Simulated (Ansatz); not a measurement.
Method: DFT PBE, scalar-relativistic, plane waves, PAW (Ansatz 0.2.0). Settings: cutoff 420 eV, Γ-centred meshes spaced at most about 0.3 Å⁻¹, and about 0.25 Å⁻¹ or finer for metals (2π included), Gaussian smearing. Spin is collinear in cells that carry moments; the others ran without spin or lost their moments.

Each guess is relaxed in cell and atoms at zero pressure, on a coarse mesh first where it starts far from rest and then on a converged one. The steps can't lower the symmetry of the start, but it can rise. Energies are static (0 K, no zero-point motion).

Two unrelaxed guesses for AlO5:

A.

```
Al O
1.0
     4.40940    0.00000    0.00000
    -2.20470    3.81865    0.00000
     0.00000    0.00000    3.58769
Al O
1 5
Direct
  0.00000 0.00000 0.00000
  0.33333 0.66667 0.00000
  0.66667 0.33333 0.00000
  0.50000 0.00000 0.50000
  0.50000 0.50000 0.50000
  0.00000 0.50000 0.50000
```

B.

```
Al O
1.0
     0.00000    2.96233    2.96233
     2.96233    0.00000    2.96233
     2.96233    2.96233    0.00000
Al O
1 5
Cartesian
  0.0000 0.0000 0.0000
  3.7029 2.2217 2.2217
  3.7029 3.7029 3.7029
  2.2217 3.7029 2.2217
  2.2217 2.2217 3.7029
  1.4812 1.4812 1.4812
```

Task: Where do they end, and which end is lower?

Result: A ends lower, by 0.60 eV/atom. A: P6/mmm at 10.1 Å³/atom → P6/mmm at 11.8 Å³/atom; B: F-43m at 8.7 Å³/atom → F-43m at 8.7 Å³/atom. Counting O atoms around Al (those within 1.25 times the shortest such distance or 1.15 times the sum of covalent radii; the shortest distance is added where it is long for a bond), the end of A has Al 6 and the end of B has Al 16 from 2.5 Å. End of A. Conventional cell: a = 3.551 Å, c = 6.508 Å. Around Al lie 6 O at 2.05 Å; O on a site of symmetry -6m2 has 3 O at 2.05 Å and 3 Al at 2.05 Å; O on a site of symmetry mmm is surrounded by 4 O at 1.78 Å. End of B. Conventional cell: a = 5.922 Å. Around Al lie 16 O at 2.45–2.56 Å; around O on a site of symmetry 3m lie 6 O at 2.09–2.10 Å, 3 Al at 2.45 Å and 3 O at 2.46 Å; O on a site of symmetry -43m is surrounded by 12 O at 2.46 Å and 4 Al at 2.56 Å.

Ends held by symmetry can be saddle points. Neither end is the lowest form computed: that has space group R-3m (No. 166) and lies 0.70 eV/atom below the better end. Even the lowest of the cells shown lies +0.48 eV/atom against the elements. Weakly bound directions are ill-defined at this level, which has no dispersion term (P6/mmm), and this can change margins and order among such cells. In P6/mmm an odd number of electrons in the primitive cell allows no gap without spin; a larger cell or a magnetic state could open one. A magnetic state wasn't ruled out in cells without spin, among them P6/mmm. Another magnetic order may lie lower. Some types were kept out of the candidates beforehand, so the set may lack a known form.
